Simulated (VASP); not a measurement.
Wanted: the native input for a VASP 6.6.1 run.

| Property | Result |
| --- | --- |
| Task | single point |
| Functional | PBE |
| Potentials or basis | VASP PAW PBE potentials, release 64 (Zn, F) |
| Cutoff | 520 eV |
| k mesh | 6 × 6 × 9 |
| Occupations | fermi-dirac, width 0.05 eV |
| Spin | no spin polarisation |
| Further INCAR settings | ALGO = Normal; EDIFF = 1e-07; NBANDS = 35 |

The structure of ZnF2 lies in POSCAR:

```
ZnF2
1.0
    4.7048000000      0.0000000000      0.0000000000
    0.0000000000      4.7048000000      0.0000000000
    0.0000000000      0.0000000000      3.1338000000
Zn F
2 4
Direct
    0.5000000000      0.5000000000      0.5000000000
    0.0000000000      0.0000000000      0.0000000000
    0.8024000000      0.1976000000      0.5000000000
    0.6976000000      0.6976000000      0.0000000000
    0.1976000000      0.8024000000      0.5000000000
    0.3024000000      0.3024000000      0.0000000000
```

The input as run:

INCAR

```
  ALGO = Normal
  EDIFF = 1E-7
  ENCUT = 520
  GGA = PE
  ISIF = 2
  ISMEAR = -1
  LASPH = T
  LCHARG = F
  LREAL = F
  LWAVE = F
  NBANDS = 35
  NELM = 60
  PREC = Accurate
  SIGMA = 0.05
```

KPOINTS

```
k-points
0
Gamma
  6 6 9
```

Potentials or basis: VASP PAW PBE potentials, release 64 (Zn, F).

Command:

```sh
$ cat potpaw_PBE.64/Zn/POTCAR potpaw_PBE.64/F/POTCAR > POTCAR
$ mpirun -np 1 vasp_std > vasp.out
```

It gave:

```
Pressure               : 6.6 GPa
Largest force          : 0.012 eV/Å
Band gap on the k mesh : 3.47 eV, direct
```

Caveat: an odd mesh through Γ misses points on the zone boundary, where band edges often lie.

Run time: 100 s on 1 thread of Intel(R) Xeon(R) Platinum 8488C (Sapphire Rapids), on a shared host, peak memory 0.23 GiB.
